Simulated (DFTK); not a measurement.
# MgO (Fm-3m) in DFTK: a series of runs

One crystal, MgO, is run at these levels: LDA; tasks: single point, band structure.

All numbers are computed with DFTK 0.8.2; they aren't measurements. Logs are shortened: lines on timing, memory, paths and dates and some standing lists are left out, and cuts for length are marked.

**The experiment to reproduce.**

“Electronic structure of alkaline earth and post-transition metal oxides”, 2009, arxiv:0908.1581 quotes, for a bulk crystal of MgO: band gap 7.83 eV.

The runs below are set against these values where they give the same quantity.

## Step 1: The crystal as given

Symmetry: Fm-3m, No. 225, cubic system. The conventional cell has a = 4.194 Å, b = 4.194 Å, c = 4.194 Å, α = 90.00°, β = 90.00°, γ = 90.00°. Around Mg (site symmetry m-3m) lie 6 O at 2.10 Å. Around O (site symmetry m-3m) lie 6 Mg at 2.10 Å.

The cell is a database's computed one.

## Step 2: Single point, LDA, 8.67 Å³/atom (volume scaled by 0.94)

run.jl reads:

```julia
using DFTK
using PseudoPotentialData
using Unitful, UnitfulAtomic
using LinearAlgebra, Printf
using AtomsBase
include("save.jl")
disable_threading()

cell = [[0.0, 2.0970013927, 2.0970013927],
        [2.0970013927, 0.0, 2.0970013927],
        [2.0970013927, 2.0970013927, 0.0]]u"Å"
system = periodic_system([:Mg => [0.0, 0.0, 0.0],
                          :O => [0.5, 0.5, 0.5]],
                         cell; fractional=true)
lattice   = austrip.(hcat(cell_vectors(system)...))
symbols   = atomic_symbol(system, :) .|> Symbol
positions = [lattice \ austrip.(position(system, i)) for i in 1:length(system)]
pseudopotentials = PseudoFamily("dojo.nc.sr.lda.v0_4_1.standard.upf")
elements = Dict(s => ElementPsp(s, pseudopotentials) for s in unique(symbols))
atoms    = [elements[s] for s in symbols]

build_model(lattice, positions; symmetries=true) =
    model_DFT(lattice, atoms, positions;
              functionals=LDA(),
              temperature=austrip(0.05u"eV"),
              smearing=Smearing.FermiDirac(),
              symmetries)
Ecut  = 42.0  # hartree
kgrid = [7, 7, 7]
tol   = 1e-6
to_GPa = ustrip(uconvert(u"GPa", 1u"hartree/bohr^3"))

results["points"] = []
for scale in [0.94, 0.96, 0.98, 1.0, 1.02, 1.04, 1.06]
    println("\n=== scale = ", scale)
    model = build_model(cbrt(scale) * lattice, positions)
    basis = PlaneWaveBasis(model; Ecut, kgrid)
    t0 = time()
    scfres = self_consistent_field(basis;
                                   tol,
                                   nbandsalg=AdaptiveBands(model; n_bands_converge=13))
    seconds = time() - t0
    @printf "SCF: %d iterations, %.1f s\n" scfres.n_iter seconds
    forces = compute_forces_cart(scfres)
    stress = compute_stresses_cart(scfres)
    @printf "V = %.5f Å^3  F = %.8f Ha  max force = %.5f eV/Å  p = %.4f GPa\n" ustrip(auconvert(u"Å^3", model.unit_cell_volume)) scfres.energies.total ustrip(auconvert(u"eV/Å", maximum(norm, forces))) (-tr(stress) / 3 * to_GPa)
    push!(results["points"], save_scf!(scfres; forces, stress, d=Dict{String,Any}("seconds" => seconds, "n_matvec" => get(scfres, :n_matvec, 0))))
end

# third-order Birch-Murnaghan fit in x = V^(-2/3)
V = [0.94, 0.96, 0.98, 1.0, 1.02, 1.04, 1.06] * abs(det(lattice))
E = [p["total"] for p in results["points"]]
x = V .^ (-2 / 3)
c = [x .^ 0 x x .^ 2 x .^ 3] \ E
Δ = c[3]^2 - 3c[2] * c[4]
if Δ > 0
    x0 = (-c[3] + sqrt(Δ)) / 3c[4]
    B0 = 4 / 9 * x0^(7 / 2) * (2c[3] + 6c[4] * x0)
    @printf "V0 = %.4f Å^3  B0 = %.2f GPa\n" ustrip(auconvert(u"Å^3", x0^(-3 / 2))) B0 * to_GPa
end
```

Potentials or basis: dojo.nc.sr.lda.v0_4_1.standard.upf (LDA).

The run is started by

```console
$ julia --threads=1 run.jl  # one pass of the loop, scale = 0.94; save.jl only writes the numbers to a file and isn't shown; printed stress counts tension as positive; times include loading and compiling
```

The log of the run:

```text
=== scale = 0.94
n     Energy            log10(ΔE)   log10(Δρ)   Diag   Δtime
---   ---------------   ---------   ---------   ----   ------
  1   -75.83006857273                   -0.57    5.2    3.64s
  2   -75.84821011908       -1.74       -0.56    2.4    1.96s
  3   -75.91483683324       -1.18       -1.20    3.1    2.05s
  4   -75.91616645269       -2.88       -1.44    2.1    2.42s
  5   -75.91714399814       -3.01       -2.64    1.3    1.24s
  6   -75.91715331896       -5.03       -2.81    2.4    1.66s
  7   -75.91715490819       -5.80       -3.10    1.9    2.26s
  8   -75.91715502488       -6.93       -3.22    1.0    1.15s
  9   -75.91715514944       -6.90       -3.95    1.1    1.21s
 10   -75.91715516191       -7.90       -4.26    2.2    2.25s
[... 70 further cycles ...]
  4   -75.91509595637       -2.71       -1.78    2.0    1.56s
  5   -75.91535612328       -3.58       -2.19    1.8    2.22s
  6   -75.91539263401       -4.44       -3.05    1.3    1.26s
  7   -75.91539288058       -6.61       -3.31    2.6    1.67s
  8   -75.91539295381       -7.14       -3.51    1.4    2.03s
  9   -75.91539294989   +   -8.41       -3.90    1.1    1.21s
 10   -75.91539296121       -7.95       -4.24    1.3    2.08s
 11   -75.91539296332       -8.68       -5.32    1.9    1.40s
 12   -75.91539296335      -10.56       -5.42    2.9    1.85s
 13   -75.91539296335      -11.20       -6.47    1.1    2.05s
SCF: 13 iterations, 24.4 s
V = 19.54934 Å^3  F = -75.91539296 Ha  max force = 0.00000 eV/Å  p = -12.0519 GPa
V0 = 18.0021 Å^3  B0 = 172.37 GPa
```

It took 26 s on 1 thread of Intel Xeon Platinum 8259CL at 2.50GHz (Skylake/Cascade Lake), shared host.

What came out:

| Quantity | Value |
| --- | --- |
| Free energy | -2065.8110 eV |
| Pressure | 6.9 GPa |
| Band gap on the k mesh | 5.46 eV, direct |

## Step 3: Single point, LDA, 8.85 Å³/atom (volume scaled by 0.96)

run.jl is that of step 2.

Potentials or basis: dojo.nc.sr.lda.v0_4_1.standard.upf (LDA).

The run is started by

```console
$ julia --threads=1 run.jl  # one pass of the loop, scale = 0.96; save.jl only writes the numbers to a file and isn't shown; printed stress counts tension as positive; times include loading and compiling
```

Wall time 21 s (1 thread of Intel Xeon Platinum 8259CL at 2.50GHz (Skylake/Cascade Lake), shared host).

It converged, with:

```yaml
Free_energy: -2065.8225 eV
Pressure: 2.9 GPa
Band_gap_on_the_k_mesh: 5.23 eV, direct
```

## Step 4: Single point, LDA, 9.04 Å³/atom (volume scaled by 0.98)

run.jl is that of step 3.

The run is started by

```console
$ julia --threads=1 run.jl  # one pass of the loop, scale = 0.98; save.jl only writes the numbers to a file and isn't shown; printed stress counts tension as positive; times include loading and compiling
```

Wall time 21 s (1 thread of Intel Xeon Platinum 8259CL at 2.50GHz (Skylake/Cascade Lake), shared host).

Results (log left out):

```
Free energy            : -2065.8250 eV
Pressure               : -0.7 GPa
Band gap on the k mesh : 5.02 eV, direct
```

## Step 5: Single point, LDA, 9.22 Å³/atom

run.jl is that of step 4.

The run is started by

```console
$ julia --threads=1 run.jl  # one pass of the loop, scale = 1.0; save.jl only writes the numbers to a file and isn't shown; printed stress counts tension as positive; times include loading and compiling
```

It took 24 s on 1 thread of Intel Xeon Platinum 8259CL at 2.50GHz (Skylake/Cascade Lake), shared host.

Results (log left out):

- Free energy: -2065.8196 eV
- Pressure: -4.0 GPa
- Band gap on the k mesh: 4.82 eV, direct

## Step 6: Single point, LDA, 9.41 Å³/atom (volume scaled by 1.02)

run.jl is that of step 5.

Potentials or basis: dojo.nc.sr.lda.v0_4_1.standard.upf (LDA).

The run is started by

```console
$ julia --threads=1 run.jl  # one pass of the loop, scale = 1.02; save.jl only writes the numbers to a file and isn't shown; printed stress counts tension as positive; times include loading and compiling
```

Wall time 24 s (1 thread of Intel Xeon Platinum 8259CL at 2.50GHz (Skylake/Cascade Lake), shared host).

The run converged. Its results:

- Free energy: -2065.8070 eV
- Pressure: -7.0 GPa
- Band gap on the k mesh: 4.62 eV, direct

## Step 7: Single point, LDA, 9.59 Å³/atom (volume scaled by 1.04)

run.jl is that of step 6.

The run is started by

```console
$ julia --threads=1 run.jl  # one pass of the loop, scale = 1.04; save.jl only writes the numbers to a file and isn't shown; printed stress counts tension as positive; times include loading and compiling
```

It took 24 s on 1 thread of Intel Xeon Platinum 8259CL at 2.50GHz (Skylake/Cascade Lake), shared host.

It converged, with:

- Free energy: -2065.7879 eV
- Pressure: -9.7 GPa
- Band gap on the k mesh: 4.44 eV, direct

## Step 8: Single point, LDA, 9.77 Å³/atom (volume scaled by 1.06)

run.jl is that of step 7.

The run is started by

```console
$ julia --threads=1 run.jl  # one pass of the loop, scale = 1.06; save.jl only writes the numbers to a file and isn't shown; printed stress counts tension as positive; times include loading and compiling
```

Run time: 24 s. Hardware: 1 thread of Intel Xeon Platinum 8259CL at 2.50GHz (Skylake/Cascade Lake), shared host.

Results (log left out):

| Quantity | Value |
| --- | --- |
| Free energy | -2065.7631 eV |
| Pressure | -12.1 GPa |
| Band gap on the k mesh | 4.26 eV, direct |

## Step 9: Band structure, LDA

run.jl reads:

```julia
using DFTK
using PseudoPotentialData
using Unitful, UnitfulAtomic
using LinearAlgebra, Printf
include("save.jl")
disable_threading()

# lattice vectors are the columns
lattice = austrip(1u"Å") * [           0.0   2.0970013927   2.0970013927;
             2.0970013927            0.0   2.0970013927;
             2.0970013927   2.0970013927            0.0]
symbols   = [:Mg, :O]
positions = [[0.0, 0.0, 0.0],
             [0.5, 0.5, 0.5]]
pseudopotentials = Dict(:Mg => "Mg.upf", :O => "O.upf")
elements = Dict(s => ElementPsp(s, pseudopotentials; rcut=10.0) for s in unique(symbols))
atoms    = [elements[s] for s in symbols]

build_model(lattice, positions; symmetries=true) =
    model_DFT(lattice, atoms, positions;
              functionals=LDA(),
              temperature=austrip(0.05u"eV"),
              smearing=Smearing.FermiDirac(),
              symmetries)
Ecut  = 45.0  # hartree
kgrid = [11, 11, 11]
tol   = 1e-6
to_GPa = ustrip(uconvert(u"GPa", 1u"hartree/bohr^3"))

model = build_model(lattice, positions)
basis = PlaneWaveBasis(model; Ecut, kgrid)
display(basis)
scfres = self_consistent_field(basis;
                               tol,
                               nbandsalg=AdaptiveBands(model; n_bands_converge=13))
display(scfres.energies)
@printf "Fermi level: %.6f eV\n" ustrip(auconvert(u"eV", something(scfres.εF, NaN)))
forces = compute_forces_cart(scfres)
println("Forces (eV/Å)")
for (s, f) in zip(symbols, forces)
    @printf "%-3s %12.6f %12.6f %12.6f\n" s ustrip.(auconvert.(u"eV/Å", f))...
end
stress = compute_stresses_cart(scfres)
println("Stress (GPa)")
display(round.(stress * to_GPa; digits=4))
println("Levels at the first k-point (eV): ", round.(ustrip.(auconvert.(u"eV", scfres.eigenvalues[1][1:scfres.n_bands_converge])); digits=4))
save_scf!(scfres; forces, stress)

points = Dict("G" => [0.0, 0.0, 0.0], "K" => [0.375, 0.375, 0.75], "L" => [0.5, 0.5, 0.5], "U" => [0.625, 0.25, 0.625], "W" => [0.5, 0.25, 0.75], "X" => [0.5, 0.0, 0.5])
segments = [("G", "X", 7), ("X", "W", 4), ("W", "K", 3), ("K", "G", 7), ("G", "L", 6), ("L", "U", 4), ("U", "W", 3), ("W", "L", 5), ("L", "K", 4), ("U", "X", 3)]
kcoords = vcat([[points[a] + t * (points[b] - points[a]) for t in range(0, 1, n)] for (a, b, n) in segments]...)
bands = compute_bands(scfres, ExplicitKpoints(kcoords); n_bands=15, tol=1e-5)
for (k, ε) in zip(bands.basis.kpoints, bands.eigenvalues)
    @printf "%d %8.4f %8.4f %8.4f " k.spin k.coordinate...
    println(join([@sprintf("%9.4f", e) for e in ustrip.(auconvert.(u"eV", ε .- scfres.εF))]))
end
results["band_energies"] = rows(bands.eigenvalues); results["band_kpoints"] = rows(kcoords)
```

Potentials or basis: SG15 1.2 (PBE).

The run is started by

```console
$ julia --threads=1 run.jl  # save.jl only writes the numbers to a file and isn't shown; printed stress counts tension as positive; times include loading and compiling
```

Run time: 59 s. Hardware: 1 thread of AMD EPYC 9R45 (Zen 5), shared host; peak memory 1.6 GiB.

Results (log left out):

```yaml
Free_energy: -1910.3114 eV
Pressure: -3.5 GPa
Band_gap_on_the_k_mesh: 4.57 eV, direct
Band_gap_along_the_path: 4.57 eV, direct
```

Levels at the corners of the path, in eV from the valence-band top:
```
point  band 6  band 7  band 8  band 9  band 10  band 11
    Γ    0.00    0.00    0.00    4.57    15.61    15.61
    X   -4.20   -1.39   -1.39    8.89     9.68    13.08
    W   -3.06   -3.06   -1.87   11.56    11.56    11.95
    K   -3.61   -2.83   -1.19    9.90    11.57    12.48
    Γ    0.00    0.00    0.00    4.57    15.61    15.61
    L   -4.82   -0.68   -0.68    7.73    12.57    16.13
    U   -3.61   -2.83   -1.19    9.90    11.57    12.48
    W   -3.06   -3.06   -1.87   11.56    11.56    11.95
    L   -4.82   -0.68   -0.68    7.73    12.57    16.13
    K   -3.61   -2.83   -1.19    9.90    11.57    12.48
    U   -3.61   -2.83   -1.19    9.90    11.57    12.48
    X   -4.20   -1.39   -1.39    8.89     9.68    13.08
```

Caveat: the potentials were made for another functional, which shifts forces and pressure.

## Step 10: For comparison

An earlier run on the cell as given: functional PBE; potentials or basis dojo.nc.sr.pbe.v0_4_1.standard.upf (PBE); cutoff 1143 eV; k mesh 11 × 11 × 11; occupations fermi-dirac, width 0.05 eV; no spin polarisation.

- Pressure: 6.7 GPa
- Band gap on the k mesh: 4.89 eV, direct

## Step 11: Against experiment

Step 9. Measured gap of MgO: 7.83 eV (quoted in “Electronic structure of alkaline earth and post-transition metal oxides”, 2009, arxiv:0908.1581). This calculation gives 4.57 eV (-3.26 eV). The value is that of LDA, without temperature or zero-point motion. Semilocal functionals fall short of measured gaps as a rule. The cell is a database's relaxed one, not the measured one, which moves gaps too.
